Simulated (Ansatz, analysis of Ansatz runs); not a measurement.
# MgS (F-43m), nudged elastic band: S_i by the interstitialcy path (q = −2), part 2 of 5

Wanted: path and barrier of a jump of S in MgS (F-43m) at charge −2. The case: S_i by the interstitialcy path, in a cell of 54 host atoms with 1 S put in.

Ansatz 0.2.0; plane-wave PAW DFT, PBEsol; nudged elastic band between two relaxed defect structures at fixed charge in a uniform background.

So far: Starting point; Relaxation of the start point, charge −2.

**3. Relaxation of the end point, charge −2**

Level of this step: plane-wave PAW DFT, PBEsol; relaxation of all atoms of a defect supercell at fixed charge in a uniform background (Ansatz).

The end point is relaxed in the same cell and settings, so that the two energies compare. Atoms more than 3.2 Å from the middle of the hop start where the first relaxation left them, the nearer ones on or close to their ideal places, with small random displacements.

Input file qm2.end/input.yaml:

```yaml
crystal:
  lattice:
    - [0.0, 8.4772986, 8.4772986]
    - [8.4772986, 0.0, 8.4772986]
    - [8.4772986, 8.4772986, 0.0]
  atoms:
    - { symbol: Mg, position: [0.0, 0.0, 0.0] }
    - { symbol: S, position: [0.0859147, 0.08266604, 0.08266049] }
[... 19 atom lines left out ...]
    - { symbol: S, position: [0.40050278, 0.06671903, 0.43396849] }
[... 3 atom lines left out ...]
    - { symbol: S, position: [0.40052516, 0.43394327, 0.0667239] }
[... 10 atom lines left out ...]
    - { symbol: Mg, position: [0.66878853, -0.00297289, -0.00295925] }
    - { symbol: S, position: [0.875, 0.0417, -0.125] }
    - { symbol: Mg, position: [0.66666667, 0.0, 0.33333333] }
    - { symbol: S, position: [0.75, 0.08333333, 0.41666667] }
[... 2 atom lines left out ...]
    - { symbol: Mg, position: [0.66666667, 0.33333333, 0.0] }
    - { symbol: S, position: [0.75, 0.41666667, 0.08333333] }
    - { symbol: Mg, position: [0.66225582, 0.32850209, 0.32847766] }
[... 9 atom lines left out ...]
    - { symbol: S, position: [0.75, 0.083333, 0.083333] }
total_charge: -2
basis:
  ecutwfc: 420
  xc_grid: 2
hamiltonian:
  xc: pbesol
kpoints:
  mp_grid: { grid: [1, 1, 1], shift: [0.25, 0.25, 0.25] }
scf:
  occupations: { method: fixed }
  max_iter: 100
output:
  forces: true
relax:
  f_tol: 0.02
  max_steps: 70
  random_displacement: { amplitude: 0.01, seed: 9600 }
```

Started as:

```
> ansatz run input.yaml --threads 4 --pin off --max-ram 14131MiB --backend cpu --events-out ev --progress --plain --runs-dir out
```

Standard output:

```text
[...]
Crystal: 55 atoms, lattice volume = 1218.435 Å³
Basis set: ecut = 420 eV, 23589 PW (Γ), exchange–correlation on 162×162×162 points (8 copies of the dense FFT grid, shifted against one another)
Bands: 275, of which v1, the nominal top of the filled ones, is band 220 counted from 1 (219 counted from 0)
Symmetry: 1 space group operations
k-points: 1
[...]
SCF iter   1: F=—  HF=-76460.508949 eV  |F-HF|=—  |Δ(HF+E_count)|=         —  Δρ=1.27e-2  dr2=4.03e0  ethr=1.77e-3  ⟨swp⟩=5.0  Hψ=934  notcnv=0  defer=53
[...]
SCF iter   8: F=-76459.191870 eV  HF=-76459.191870 eV  |F-HF|=1.52e-7  |Δ(HF+E_count)|=   1.12e-5  Δρ=9.54e-6  dr2=2.48e-6  ethr=2.27e-9  ⟨swp⟩=5.0  Hψ=832  notcnv=0
SCF 1 converged in 8 iterations: F = -76459.191870 eV  dr2 = 2.48e-6
[...]
atom  43  Mg    -0.00546101     0.00452149    -0.00809045
  atom  44  S      0.00345562    -0.00323666     0.00568219
  atom  45  Mg    -0.00025087     0.00136902    -0.00317126
  [... 9 atoms left out ...]
  atom  55  S      0.00326065    -0.01433407     0.01178022
  max |Σ_I F_I| component: 1.40e-5 eV/Å
--- Relaxed structure (12 steps of the walk, 12 accepted, 0 SCFs on fresh bases) ---
  F+E_penalty+E_count = -76464.36692668 eV   max|allowed force component| = 1.884e-2 eV/Å
  atoms:
    - { symbol: Mg, position: [-0.005772, -0.002380, -0.005400] }
    - { symbol: S, position: [0.080314, 0.084059, 0.080776] }
    [... 34 atoms left out ...]
    - { symbol: Mg, position: [0.676185, -0.001752, -0.004492] }
    - { symbol: S, position: [0.914630, -0.081766, -0.084975] }
    - { symbol: Mg, position: [0.662512, 0.003487, 0.336828] }
    - { symbol: S, position: [0.750152, 0.085657, 0.415077] }
    [... 2 atoms left out ...]
    - { symbol: Mg, position: [0.662655, 0.339731, 0.000253] }
    - { symbol: S, position: [0.750178, 0.418386, 0.082204] }
    - { symbol: Mg, position: [0.666505, 0.335629, 0.332081] }
    [... 9 atoms left out ...]
    - { symbol: S, position: [0.732100, 0.101141, 0.098493] }
[key lines of the parts left out:]
SCF converged after 3 iterations
Free energy (F): -76464.366927 eV
Fermi energy:    4.920723 eV
```

Wall time 87 s (4 threads of Arm Neoverse V2, shared host); peak memory 1.8 GiB; 5.6 min of CPU time.

The steps of the relaxation:

| step | energy less that of the first step (eV) | largest force component (eV/Å) |
| --- | --- | --- |
| 1 | 0.0000 | 4.0795 |
| 2 | -2.7511 | 2.4350 |
| 3 | -3.9645 | 0.6500 |
| 4 | -4.3885 | 0.5914 |
| 5 | -4.7093 | 0.5901 |
| 6 | -4.9623 | 0.4049 |
| 7 | -5.1239 | 0.1831 |
| 8 | -5.1735 | 0.0195 |
| 9 | -5.1735 | 0.0195 |
| 10 | -5.1744 | 0.0659 |
| 11 | -5.1751 | 0.0188 |
| 12 | -5.1751 | 0.0188 |

The atoms that moved most (Å, from the sites as typed, ahead of the random displacement):

| atom | dx | dy | dz | length |
| --- | --- | --- | --- | --- |
| S38 | -0.707 | 0.675 | -0.712 | 1.210 |
| S42 | 0.018 | -0.287 | 0.003 | 0.288 |
| S22 | 0.002 | -0.038 | 0.280 | 0.283 |
| S55 | 0.279 | -0.023 | -0.002 | 0.280 |
| S50 | 0.020 | -0.020 | -0.265 | 0.266 |
| S6 | -0.002 | -0.015 | 0.265 | 0.265 |
| S18 | -0.263 | -0.010 | 0.015 | 0.264 |
| S26 | 0.000 | 0.254 | -0.012 | 0.254 |

Neighbours of S55 at the end:

| atom | distance (Å) |
| --- | --- |
| Mg39 | 2.341 |
| Mg43 | 2.344 |
| Mg37 | 2.583 |
| Mg1 | 2.588 |
| S38 | 3.106 |
| S22 | 3.805 |
| S26 | 3.808 |
| S40 | 3.816 |
| S44 | 3.820 |

This step gave:

```
free energy                                                                                       : -76464.3669 eV
r.m.s. move of the farther half of the atoms                                                      : 0.06768 Å
largest move from the ideal geometry of this structure, a common shift of the far atoms taken out : 1.225 Å
```

The relaxation gained 5.175 eV and ended with a largest force component of 0.019 eV/Å. The end lies within 1 meV of the start.

[end of part 2 of 5]

[Long decimals in the printed logs are rounded to 6 places.]

[Repeated set-up lines and some long k-point lines are left out of the logs, and relaxed atomic positions are cut to six decimals.]

[Logs are printed without paths, hosts, clocks, repeated set-up lines and the standing remarks that a program may print on its own settings, such as how far it seeks lower states.]

[Hosts, paths, dates, database ids (printed as entryN), source tags and the programs' standing remarks are cut or masked in the printed files.]
